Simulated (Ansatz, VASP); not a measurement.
# Cross-check of HfZnO3 between VASP and Ansatz, part 3 of 3

Aim: how closely do two programs agree when they are given the same cell, functional and k mesh? The cell is generated by rule, not measured, and may not be a known phase. The cell is taken from a series of runs on this material, whose earlier steps may have relaxed, scaled, displaced or heated it; both programs get it as it stands.

VASP 6.6.1 and Ansatz 0.2.0.

So far: The structure; Ansatz: zone-centre phonons, PBEsol; VASP: zone-centre phonons, PBEsol.

### Step 3. VASP: zone-centre phonons, PBEsol (continued)

Level of this step: PBEsol; plane waves and PAW (Zn, Hf_pv, O); invented cell (VASP).

Numbers of over 12 decimals in the logs are rounded to 6 here.

OUTCAR, selected parts (step 3):

```text
ion  position               nearest neighbor table
   1  0.000  0.461  0.461-   9 2.10  10 2.10   5 2.35   6 2.35   5 2.35   6 2.35   2 3.03   3 3.30
                             4 3.30   3 3.30   4 3.30
   2  0.000  0.084  0.084-   8 1.97   8 1.97  10 2.15   9 2.15   1 3.03   3 3.14   3 3.14   4 3.14
                             4 3.14
   3  0.500  0.513  0.989-   7 1.99   9 2.01   9 2.01   6 2.03   5 2.22   8 2.26   2 3.14   2 3.14
                             1 3.30   1 3.30   4 3.81
   4  0.500  0.989  0.513-   7 1.99  10 2.01  10 2.01   5 2.03   6 2.22   8 2.26   2 3.14   2 3.14
                             1 3.30   1 3.30   3 3.81
   5  0.500  0.674  0.343-   4 2.03   3 2.22   1 2.35   1 2.35
   6  0.500  0.343  0.674-   3 2.03   4 2.22   1 2.35   1 2.35
   7  0.500  0.821  0.821-   3 1.99   4 1.99
   8  0.500  0.147  0.147-   2 1.97   2 1.97   4 2.26   3 2.26
   9  0.000  0.463  0.090-   3 2.01   3 2.01   1 2.10   2 2.15
  10  0.000  0.090  0.463-   4 2.01   4 2.01   1 2.10   2 2.15

  LATTYP: Found a base centered orthorhombic cell.
 ALAT       =     8.0138246836
 B/A-ratio  =     1.0043392393
 C/A-ratio  =     0.4744761751

 Subroutine GETGRP returns: Found  4 space group operations
 (whereof  4 operations were pure point group operations)

The static configuration has the point symmetry C_2v.

 Found     28 irreducible k-points:

   k-points           NKPTS =     28   k-points in BZ     NKDIM =     28   number of bands    NBANDS=     50

   dimension x,y,z NGX =    30 NGY =   48 NGZ =   48
   dimension x,y,z NGXF=    60 NGYF=   96 NGZF=   96

   ENCUT  =  600.0 eV  44.10 Ry    6.64 a.u.   7.59 11.34 11.34*2*pi/ulx,y,z

   NELECT =      80.0000    total number of electrons

 k-points in reciprocal lattice and weights: Automatic mesh
   0.00000000  0.00000000  0.00000000       0.010
   0.16666667  0.00000000  0.00000000       0.021
   0.33333333  0.00000000  0.00000000       0.021
   0.50000000  0.00000000  0.00000000       0.010
   0.00000000  0.25000000  0.00000000       0.042
   0.16666667  0.25000000  0.00000000       0.083
   0.33333333  0.25000000  0.00000000       0.083
   0.50000000  0.25000000  0.00000000       0.042
   0.00000000  0.50000000  0.00000000       0.021
[...]
0.33333333  0.50000000  0.50000000       0.021
   0.50000000  0.50000000  0.50000000       0.010

 average (electrostatic) potential at core
       1 -35.3886       2 -35.4562       3 -38.3857       4 -38.3857       5 -71.4194
       6 -71.4194       7 -71.5377       8 -71.6139       9 -72.2646      10 -72.2646

   2 f  =   21.078705 THz   132.441407 2PiTHz  703.109903 cm-1    87.174478 meV
             X         Y         Z           dx          dy          dz
      0.000000  0.000000  3.707456     0.006341    0.000000   -0.000000
      0.000000  0.000000  0.677657    -0.097444   -0.000000    0.000000
      1.901184 -1.904238  6.044442     0.121616    0.000000   -0.000000
      1.901184  1.904238  6.044442     0.121616    0.000000    0.000000
      1.901184  1.327120  4.094993     0.078017   -0.000000    0.000000
      1.901184 -1.327120  4.094993     0.078017   -0.000000   -0.000000
      1.901184  0.000000  6.605783     0.004985   -0.000000    0.000000
      1.901184  0.000000  1.183700     0.439334   -0.000000    0.000000
      0.000000  1.493059  2.226887    -0.614683   -0.000000   -0.000000
      0.000000 -1.493059  2.226887    -0.614683   -0.000000   -0.000000

   3 f  =   20.231821 THz   127.120283 2PiTHz  674.860918 cm-1    83.672052 meV
             X         Y         Z           dx          dy          dz
      0.000000  0.000000  3.707456    -0.000000    0.000000   -0.000000
      0.000000  0.000000  0.677657     0.000000    0.000000   -0.000000
      1.901184 -1.904238  6.044442     0.148720   -0.000000    0.000000
      1.901184  1.904238  6.044442    -0.148720   -0.000000   -0.000000
      1.901184  1.327120  4.094993     0.061085   -0.000000    0.000000
      1.901184 -1.327120  4.094993    -0.061085   -0.000000    0.000000
      1.901184  0.000000  6.605783    -0.000000    0.000000   -0.000000
      1.901184  0.000000  1.183700    -0.000000    0.000000   -0.000000
      0.000000  1.493059  2.226887    -0.688586    0.000000   -0.000000
      0.000000 -1.493059  2.226887     0.688586   -0.000000   -0.000000

   4 f  =   17.527609 THz   110.129216 2PiTHz  584.658106 cm-1    72.488334 meV
             X         Y         Z           dx          dy          dz
      0.000000  0.000000  3.707456     0.000000   -0.029550    0.000000
      0.000000  0.000000  0.677657    -0.000000   -0.013955    0.000000
      1.901184 -1.904238  6.044442     0.000000   -0.039885   -0.089679
      1.901184  1.904238  6.044442     0.000000   -0.039885    0.089679
      1.901184  1.327120  4.094993     0.000000   -0.036397   -0.587906
      1.901184 -1.327120  4.094993     0.000000   -0.036397    0.587906
      1.901184  0.000000  6.605783     0.000000    0.510251   -0.000000
      1.901184  0.000000  1.183700     0.000000   -0.038109   -0.000000
      0.000000  1.493059  2.226887    -0.000000   -0.022250    0.107125
      0.000000 -1.493059  2.226887     0.000000   -0.022250   -0.107125

   5 f  =   16.376060 THz   102.893817 2PiTHz  546.246549 cm-1    67.725910 meV
             X         Y         Z           dx          dy          dz
      0.000000  0.000000  3.707456    -0.001788   -0.000000    0.000000
      0.000000  0.000000  0.677657    -0.327752    0.000000   -0.000000
      1.901184 -1.904238  6.044442    -0.099172   -0.000000   -0.000000
      1.901184  1.904238  6.044442    -0.099172    0.000000   -0.000000
      1.901184  1.327120  4.094993    -0.054892    0.000000    0.000000
      1.901184 -1.327120  4.094993    -0.054892   -0.000000   -0.000000
      1.901184  0.000000  6.605783     0.014451   -0.000000    0.000000
      1.901184  0.000000  1.183700     0.831187    0.000000   -0.000000
      0.000000  1.493059  2.226887     0.296478    0.000000    0.000000
      0.000000 -1.493059  2.226887     0.296478   -0.000000    0.000000

   6 f  =   16.048744 THz   100.837233 2PiTHz  535.328482 cm-1    66.372243 meV
             X         Y         Z           dx          dy          dz
      0.000000  0.000000  3.707456    -0.000000   -0.000000   -0.012037
      0.000000  0.000000  0.677657    -0.000000   -0.000000   -0.024217
      1.901184 -1.904238  6.044442     0.000000    0.032304    0.074988
      1.901184  1.904238  6.044442    -0.000000   -0.032304    0.074988
      1.901184  1.327120  4.094993     0.000000   -0.242264   -0.544004
      1.901184 -1.327120  4.094993    -0.000000    0.242264   -0.544004
      1.901184  0.000000  6.605783     0.000000    0.000000    0.064562
      1.901184  0.000000  1.183700     0.000000    0.000000    0.162965
      0.000000  1.493059  2.226887    -0.000000   -0.275844    0.216522
      0.000000 -1.493059  2.226887     0.000000    0.275844    0.216522

   7 f  =   14.229506 THz    89.406622 2PiTHz  474.645224 cm-1    58.848481 meV
             X         Y         Z           dx          dy          dz
      0.000000  0.000000  3.707456    -0.000000    0.000000   -0.020832
      0.000000  0.000000  0.677657    -0.000000    0.000000   -0.066222
      1.901184 -1.904238  6.044442    -0.000000    0.104632   -0.011952
      1.901184  1.904238  6.044442    -0.000000   -0.104632   -0.011952
      1.901184  1.327120  4.094993    -0.000000   -0.246910    0.244807
      1.901184 -1.327120  4.094993    -0.000000    0.246910    0.244807
      1.901184  0.000000  6.605783    -0.000000   -0.000000   -0.586923
      1.901184  0.000000  1.183700     0.000000    0.000000    0.514305
      0.000000  1.493059  2.226887     0.000000   -0.233669   -0.080682
      0.000000 -1.493059  2.226887     0.000000    0.233669   -0.080682

   8 f  =   13.292220 THz    83.517483 2PiTHz  443.380742 cm-1    54.972181 meV
             X         Y         Z           dx          dy          dz
      0.000000  0.000000  3.707456     0.000000    0.012807    0.000000
      0.000000  0.000000  0.677657     0.000000   -0.027845    0.000000
      1.901184 -1.904238  6.044442     0.000000   -0.006097    0.008474
      1.901184  1.904238  6.044442     0.000000   -0.006097   -0.008474
      1.901184  1.327120  4.094993     0.000000   -0.200599    0.019440
      1.901184 -1.327120  4.094993     0.000000   -0.200599   -0.019440
      1.901184  0.000000  6.605783    -0.000000    0.152369    0.000000
      1.901184  0.000000  1.183700     0.000000    0.817800   -0.000000
      0.000000  1.493059  2.226887    -0.000000   -0.248659   -0.225756
      0.000000 -1.493059  2.226887    -0.000000   -0.248659    0.225756

   9 f  =   12.640320 THz    79.421474 2PiTHz  421.635697 cm-1    52.276140 meV
             X         Y         Z           dx          dy          dz
      0.000000  0.000000  3.707456     0.000000   -0.000000   -0.023329
      0.000000  0.000000  0.677657     0.000000   -0.000000   -0.047260
      1.901184 -1.904238  6.044442     0.000000   -0.119330    0.052857
      1.901184  1.904238  6.044442     0.000000    0.119330    0.052857
      1.901184  1.327120  4.094993     0.000000   -0.330942   -0.102749
      1.901184 -1.327120  4.094993     0.000000    0.330942   -0.102749
      1.901184  0.000000  6.605783     0.000000    0.000000   -0.264714
      1.901184  0.000000  1.183700    -0.000000    0.000000    0.062670
      0.000000  1.493059  2.226887    -0.000000    0.561076    0.098445
      0.000000 -1.493059  2.226887    -0.000000   -0.561076    0.098445
    [... 271 further lines ...]
      0.000000  1.493059  2.226887     0.074464   -0.000000    0.000000
      0.000000 -1.493059  2.226887     0.074464   -0.000000    0.000000

 MACROSCOPIC STATIC DIELECTRIC TENSOR IONIC CONTRIBUTION
 ------------------------------------------------------
           4.753030     0.000000     0.000000
           0.000000    27.727561     0.000000
           0.000000     0.000000    16.557976
 ------------------------------------------------------

 ELASTIC MODULI CONTR FROM IONIC RELAXATION (kBar)
 Direction    XX          YY          ZZ          XY          YZ          ZX
 --------------------------------------------------------------------------------
 XX       -1482.4133   -254.9938    -78.5578      0.0000      0.0000     -0.0000
 YY        -254.9938  -1103.7012   -289.3045     -0.0000     -0.0000     -0.0000
 ZZ         -78.5578   -289.3045   -866.0206     -0.0000      0.0000     -0.0000
 XY           0.0000     -0.0000     -0.0000   -991.3221      0.0000     -0.0000
 YZ           0.0000     -0.0000      0.0000      0.0000   -805.0243      0.0000
 ZX          -0.0000     -0.0000     -0.0000     -0.0000      0.0000   -574.4684
 --------------------------------------------------------------------------------

 PIEZOELECTRIC TENSOR IONIC CONTR  for field in x, y, z        (C/m^2)
          XX          YY          ZZ          XY          YZ          ZX
  --------------------------------------------------------------------------------
  x     0.00000     0.00000     0.00000     0.00000    -0.00000     0.78232
  y     0.00000    -0.00000    -0.00000     0.00000    -1.62047    -0.00000
  z     1.66292     0.71877    -0.71269    -0.00000    -0.00000     0.00000
```

The gap is read on the k-mesh alone, so it is an upper bound where the band edges lie off the mesh. Energies printed during the response cycles are not total energies of the cell. The dielectric response converges more slowly with the mesh than energies do, so tensor and charges may still move on a finer one. With imaginary modes the cell is no minimum, so the ionic parts of its dielectric, piezoelectric and elastic tensors have no meaning. Harder data sets than Hf_pv exist (the GW ones), and pressures, volumes and forces can shift noticeably with them. The PAW data sets were made with PBE, which is usual practice but a small mismatch for other functionals.

### Step 4. Side by side

Known differences besides the potentials themselves: fixed occupations in Ansatz, narrow Gaussian smearing in VASP; the data sets hold 112 valence electrons in Ansatz (on its PAW soft_1 files) and 80 in VASP; the cutoff is 420 eV in Ansatz and 600 eV in VASP; Ansatz makes its cores anew for this functional, VASP keeps those of its PBE data sets. Total energies have different zeros and are not compared.

Compared:

```csv
quantity,Ansatz,VASP,difference
ε∞ xx,5.35,5.31,+0.79 %
ε∞ yy,5.14,5.12,+0.25 %
ε∞ zz,4.97,4.96,+0.18 %
Born charge of Zn1 (mean of the diagonal) (e),2.52,2.51,+0.01
Born charge of Hf3 (mean of the diagonal) (e),5.20,5.17,+0.03
Born charge of O5 (mean of the diagonal) (e),-2.59,-2.57,-0.02
"optical mode 1 (imaginary, printed as negative) (cm⁻¹)",-127.4,-117.7,-9.7
"optical mode 2 (imaginary, printed as negative) (cm⁻¹)",-82.7,-69.3,-13.5
optical mode 3 (cm⁻¹),82.2,83.1,-1.18 %
optical mode 4 (cm⁻¹),93.0,103.3,-9.93 %
optical mode 5 (cm⁻¹),113.2,115.3,-1.80 %
optical mode 6 (cm⁻¹),125.4,132.5,-5.34 %
optical mode 7 (cm⁻¹),132.6,135.1,-1.86 %
optical mode 8 (cm⁻¹),133.5,136.1,-1.87 %
optical mode 9 (cm⁻¹),141.8,145.0,-2.17 %
optical mode 10 (cm⁻¹),174.8,177.3,-1.39 %
optical mode 11 (cm⁻¹),195.5,198.6,-1.58 %
optical mode 12 (cm⁻¹),202.2,203.9,-0.83 %
optical mode 13 (cm⁻¹),216.9,224.6,-3.45 %
optical mode 14 (cm⁻¹),237.7,242.1,-1.82 %
optical mode 15 (cm⁻¹),254.1,255.9,-0.71 %
optical mode 16 (cm⁻¹),307.1,313.3,-1.96 %
optical mode 17 (cm⁻¹),380.4,385.1,-1.23 %
optical mode 18 (cm⁻¹),385.8,386.4,-0.18 %
optical mode 19 (cm⁻¹),417.5,421.6,-0.97 %
optical mode 20 (cm⁻¹),446.4,443.4,+0.68 %
```

Modes are paired by rising frequency, not by their patterns, so a pair may set unlike modes beside each other; they are those without the splitting of longitudinal modes.

### Step 5. Outcome

* r.m.s. difference of the optical zone-centre modes, each program's sorted by frequency (zone-centre phonons, PBEsol): 5.4 cm⁻¹
* difference in optical mode 4 (zone-centre phonons, PBEsol): -9.9 %

What this shows: The r.m.s. difference of the optical zone-centre modes, each program's sorted by frequency is 5.4 cm⁻¹ (zone-centre phonons, PBEsol). The data sets hold unlike numbers of valence electrons (112 in Ansatz and 80 in VASP), so part of the differences comes from the potentials. Among the rows given in per cent, the largest difference of the zone-centre phonons, PBEsol pair is in optical mode 4, -9.9 %. What causes the difference of the zone-centre phonons, PBEsol pair stays open here. How closely two codes agree says nothing of how well the functional describes the real material.

[Lines on the potential files, build, host, timing and source positions are cut from VASP's logs without a mark.]

[Logs are printed without paths, hosts, clocks, repeated set-up lines and the standing remarks that a program may print on its own settings, such as how far it seeks lower states.]

[Hosts, paths, dates, database ids (printed as entryN), source tags and the programs' standing remarks are cut or masked in the printed files.]
